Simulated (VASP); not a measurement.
CdSe:

```
CELL_PARAMETERS angstrom
0.00000 3.07027 3.07027
3.07027 0.00000 3.07027
3.07027 3.07027 0.00000
ATOMIC_POSITIONS crystal
Cd 0.00000 0.00000 0.00000
Se 0.75000 0.75000 0.75000
```

Measurements of this composition are mostly on another form, of space group No. 186.

- Program: VASP 6.6.1
- Task: relaxation of cell and atoms
- Functional: PBEsol
- Potentials or basis: VASP PAW PBE potentials, release 64 (Cd, Se)
- Cutoff: 600 eV
- k mesh: 8 × 8 × 8
- Occupations: gaussian, width 0.03 eV
- Spin: no spin polarisation

At the start: pressure -1.1 GPa; volume 28.94 Å³/atom.

Where does the relaxation end?

Over 3 steps the energy falls by 2.5 meV/atom and the volume is 28.27 Å³/atom (-2.3 %); space group F-43m (No. 216, to 0.05 Å).

The path:
```tsv
step	energy change (eV)	largest force (eV/Å)	pressure (GPa)	volume (Å³)
1	0.0000	0.0000	-1.15	57.88
2	-0.0045	0.0000	0.33	56.16
3	-0.0049	0.0000	0.02	56.53
```

Final structure:
```cif
data_structure
_symmetry_space_group_name_H-M 'P 1'
_symmetry_Int_Tables_number 1
_cell_length_a 4.3080
_cell_length_b 4.3080
_cell_length_c 4.3080
_cell_angle_alpha 60.000
_cell_angle_beta 60.000
_cell_angle_gamma 60.000
_cell_volume 56.53
loop_
_atom_site_label
_atom_site_type_symbol
_atom_site_fract_x
_atom_site_fract_y
_atom_site_fract_z
_atom_site_occupancy
Cd1 Cd 0.00000 0.00000 0.00000 1
Se1 Se 0.75000 0.75000 0.75000 1
```

Caveat: the PAW data sets were made with another functional, which shifts forces and pressure a little.
